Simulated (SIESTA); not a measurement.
La2O3 under changes of volume

One of the cells (22.446 Å³/atom); the others are scaled copies at fixed shape and fractional positions:

```
La O
1.0
     6.26678    0.00000    0.00000
    -3.13339    5.42719    0.00000
     0.00000    0.00000    3.29977
La O
2 3
Direct
  0.66667 0.33333 0.50000
  0.33333 0.66667 0.50000
  0.50801 0.00000 0.00000
  0.00000 0.50801 0.00000
  0.49199 0.49199 0.00000
```

The cell comes from a database or a generator and needn't be the stable form of this composition.

```yaml
Program: SIESTA 5.4.2
Functional: PBEsol
Potentials_or_basis: PseudoDojo 0.4 standard (PBEsol files)
Basis: DZP (energy shift 0.003 Ry; two zetas on semicore shells)
Grid_cutoff: 800 Ry
Energy_shift: 0.003 Ry
k_mesh: 4 × 4 × 6
Occupations: fermi-dirac, width 0.05 eV
Spin: no spin polarisation
```

| volume (Å³/atom) | energy over the lowest point (meV/atom) | pressure (GPa) | gap on the mesh (eV) | largest force (eV/Å) |
| --- | --- | --- | --- | --- |
| 21.099 | ? | ? | ? | ? |
| 21.548 | 51.13 | 9.6 | 1.01 | 0.009 |
| 21.997 | 28.15 | 6.9 | 1.12 | 0.022 |
| 22.446 | 12.40 | 4.4 | 1.23 | 0.034 |
| 22.895 | 3.26 | 2.2 | 1.33 | 0.045 |
| 23.344 | 0.00 | 0.2 | 1.33 | 0.055 |
| 23.792 | 1.93 | -1.6 | 1.33 | 0.064 |

Q: What does the run at 21.099 Å³/atom give?

A: Energy over the lowest point 82.03 meV/atom; pressure 12.5 GPa; gap on the mesh 0.88 eV; largest force 0.006 eV/Å.

Worked out: A Birch-Murnaghan fit of order 3 (a polynomial in V^(-2/3)) to the other rows has its minimum at 23.39 Å³/atom with B0 = V·E''(V) = 96 GPa and B' = 4.7 at fixed shape and positions, which overstates the stiffness. It gives 82.32 meV/atom at 21.099 Å³/atom, against the run's 82.03, and -dE/dV = 12.7 GPa, against 12.5. A parabola through the other rows of the gap, of slope 9.46 eV per unit of ln V there, extrapolates to 0.82 eV, against the run's 0.88. The fit is too stiff a form for this range.

Energies are extrapolated to zero smearing.

Caveats: spin-orbit coupling is left out, which moves the levels of the heavy elements; the basis of atomic orbitals isn't converged, which shifts pressures, moduli and gaps.

A mesh can miss the band edges.
